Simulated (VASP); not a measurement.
A run of VASP 6.6.1:

The input INCAR:

```
SYSTEM = InSe
PREC = Accurate
ENCUT = 600
EDIFF = 1E-7
ISMEAR = 0
SIGMA = 0.03
LREAL = .False.
LASPH = .True.
NELM = 80
ALGO = Normal
ISIF = 3
LWAVE = .False.
LCHARG = .False.
GGA = PE
IVDW = 12
IBRION = 2
NSW = 90
EDIFFG = -0.005
KPAR = 2
```

File KPOINTS:

```
Automatic mesh
0
Gamma
  9 9 2
  0 0 0
```

POSCAR

```
InSe                                    
1.0
    4.0330618643      0.0000000000      0.0000000000
   -2.0165309321      3.4927340295      0.0000000000
    0.0000000000      0.0000000000     16.7571758662
  In              Se            
     4     4
Direct
     0.3333333332999970    0.6666666667000030    0.1666362059978710
     0.6666666667000030    0.3333333332999970    0.6666362059978709
     0.3333333332999970    0.6666666667000030    0.3333637940021291
     0.6666666667000030    0.3333333332999970    0.8333637940021290
     0.3333333332999970    0.6666666667000030    0.5897063221648718
     0.6666666667000030    0.3333333332999970    0.0897063221648718
     0.3333333332999970    0.6666666667000030    0.9102936778351282
     0.6666666667000030    0.3333333332999970    0.4102936778351282
```

Potentials or basis: VASP PAW PBE potentials, release 64 (In_d, Se).

Launch:

```bash
$ cat potpaw_PBE.64/In_d/POTCAR potpaw_PBE.64/Se/POTCAR > POTCAR
$ mpirun -np 2 vasp_std > vasp.out
```

Hardware: 2 MPI ranks on Intel(R) Xeon(R) Platinum 8559C (Emerald Rapids) (shared host).

How long does it take, and how much memory?

Run time: 3.5 min on 2 MPI ranks on Intel(R) Xeon(R) Platinum 8559C (Emerald Rapids), with other jobs on the host, peak memory 0.55 GiB a rank. Counts: scf iterations 23, k points 24, ion steps 2.
